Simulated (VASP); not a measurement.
The system is TiTe2.

```
Ti Te
1.0
     3.77700    0.00000    0.00000
    -1.88850    3.27098    0.00000
     0.00000    0.00000    6.49800
Ti Te
1 2
Direct
  0.00000 0.00000 0.00000
  0.66667 0.33333 0.26280
  0.33333 0.66667 0.73720
```

- Program: VASP 6.6.1
- Task: relaxation of cell and atoms
- Functional: PBE
- Dispersion: D3(BJ)
- Potentials or basis: VASP PAW PBE potentials, release 64 (Ti_sv, Te)
- Cutoff: 600 eV
- k mesh: 12 × 12 × 6
- Occupations: methfessel-paxton, width 0.1 eV
- Spin: no spin polarisation

At the start: pressure -2.1 GPa; volume 26.76 Å³/atom.

Task: How do energy, volume and symmetry change on relaxing?

Result: Over 9 steps the energy falls by 12.1 meV/atom and the volume is 25.14 Å³/atom (-6.0 %); space group P-3m1 (No. 164, to 0.05 Å).

The path:
```csv
step,energy change (eV),largest force (eV/Å),pressure (GPa),volume (Å³)
1,0.0000,0.0447,-2.05,80.28
2,-0.0162,0.4485,1.15,76.36
3,-0.0195,0.3277,0.16,77.47
4,-0.0287,0.2023,0.06,76.86
5,-0.0320,0.0649,-0.02,76.22
6,-0.0340,0.0396,-0.08,76.08
7,-0.0362,0.0333,-0.26,75.69
8,-0.0352,0.0644,0.55,74.81
9,-0.0364,0.0051,-0.02,75.43
```

Final structure:
```
Ti Te
1.0
     3.69849    0.00000    0.00000
    -1.84925    3.20299    0.00000
     0.00000    0.00000    6.36744
Ti Te
1 2
Direct
  0.00000 0.00000 0.00000
  0.66667 0.33333 0.27172
  0.33333 0.66667 0.72828
```
